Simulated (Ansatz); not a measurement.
The calculation used DFT PBE, scalar-relativistic, plane waves, PAW (Ansatz). Settings: cutoff 420 eV, Γ-centred meshes no coarser than 0.19 Å⁻¹ for metals and 0.3 Å⁻¹ for insulators (2π included), Gaussian smearing.

These are static lattice energies at zero pressure. Only the structures computed here compete, so a lower one can exist. For metals, differences of a few meV/atom aren't resolved. Magnetic atoms first started from parallel or listed moments, and other orders weren't tried. The functional can misorder magnetic and non-magnetic phases.

Problem. Which is lower for MnAs, the CoSn (Mn on Co sites) or the tungsten carbide structure, and by how much?

Solution. The CoSn (Mn on Co sites) structure, by 10 meV/atom. It takes 15.2 Å³/atom against 14.6.

Problem. Which is lower for MnAs, the zinc blende or the CoSn (Mn on Co sites) structure, and by how much?

Solution. The CoSn (Mn on Co sites) structure, by 276 meV/atom. It takes 15.2 Å³/atom against 22.8.

Problem. Which is lower for MnAs, the MnP (Mn on Mn sites) or the nickel arsenide (Mn on Ni sites) structure, and by how much?

Solution. The MnP (Mn on Mn sites) structure, by 36 meV/atom. It takes 14.3 Å³/atom against 15.9.